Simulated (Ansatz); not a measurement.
**MoS in Ansatz: the effect of functional**

Slab: MoS, a slab with vacuum.

```
Mo S
1.0
     3.18413    0.00000    0.00000
    -1.59206    2.75753    0.00000
     0.00000    0.00000   32.33460
Mo S
2 2
Direct
  0.00000 0.00000 0.23195
  0.00000 0.00000 0.76805
  0.33333 0.66667 0.27993
  0.33333 0.66667 0.72007
```

Alike in all runs:

* Program: Ansatz 0.2.0
* Task: single point
* Potentials or basis: all-electron LAPW, scalar-relativistic
* Cutoff: 241 eV (chosen from the basis error)
* Basis error allowed: 0.002 eV/atom
* k mesh: 10 × 10 × 1
* Occupations: fermi-dirac, width 0.05 eV
* Spin: no spin polarisation

```tsv
functional	largest force (eV/Å)	work function (eV)
PBE	?	?
LDA	1.46	4.52
PBEsol	1.21	4.32
```

Problem. What does the run with functional PBE give?

Solution. Largest force 0.85 eV/Å; work function 4.23 eV.
